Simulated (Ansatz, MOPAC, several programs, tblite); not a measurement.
Energy against volume for KI built on the zincblende prototype, at fixed shape and fractional coordinates, computed by several methods (PBE and r2SCAN, where shown, with plane waves in Ansatz); the cell shown is that of r2SCAN. It is cubic, F-43m (No. 216); a = 7.932 Å in the conventional setting, 62.38 Å³ an atom. K is surrounded by 4 I at 3.43 Å; I is surrounded by 4 K at 3.43 Å. No spin polarisation and no zero-point or thermal motion; the cell was built from a prototype and may be hypothetical. Energies count from each curve's lowest point; fits are third-order Birch-Murnaghan.

Space group F-43m (No. 216). a = 7.932 Å, b = 7.932 Å, c = 7.932 Å, α = 90.00°, β = 90.00°, γ = 90.00°
```csv
atom,site,symmetry,x,y,z
K,4a,-43m,0.0000,0.0000,0.0000
I,4d,-43m,0.2500,0.2500,0.7500
```

**Question.** r2SCAN, on the shape of its own relaxed cell, gives
```tsv
V (Å³/atom)	E (meV/atom)
58.634	6.23
60.506	1.50
62.377	0.00
64.248	1.24
66.119	4.76
```
What equilibrium volume and bulk modulus follow?

**Answer.** V₀ = 62.41 Å³ an atom and B₀ = 8 GPa.

GFN2-xTB (tblite), on the shape of the cell shown, as a cluster of 8 atoms at the zone centre:
```
V (Å³/atom)  E (meV/atom)
     54.892         79.10
     58.634         38.04
     62.377         14.31
     66.119          2.86
     69.862          0.00
```
The lowest point is an end point, so the minimum isn't bracketed.

PM7 (MOPAC), on the shape of the cell shown, as a cluster of 8 atoms at the zone centre:
```
V (Å³/atom)  E (meV/atom)
     54.892        255.90
     58.634        142.07
     62.377         65.23
     66.119         18.56
     69.862          0.00
```
The lowest point is an end point, so the minimum isn't bracketed.

**Question.** PBE, on the shape of its own relaxed cell, gives

| V (Å³/atom) | E (meV/atom) |
| --- | --- |
| 60.041 | 5.50 |
| 61.958 | 1.23 |
| 63.874 | 0.00 |
| 65.790 | 1.32 |
| 67.706 | 4.80 |

What equilibrium volume and bulk modulus follow?

**Answer.** V₀ = 63.79 Å³ an atom and B₀ = 7 GPa.

light PBE (260 eV, its own mesh), on the shape of the cell shown:
```
V (Å³/atom)  E (meV/atom)
     57.387         34.20
     59.882         18.95
     62.377         27.66
     64.872         35.94
     67.367         55.99
     69.862          0.00
```
The points scatter about a smooth fit, as a low cutoff and a light mesh can make them, so no fit is quoted.
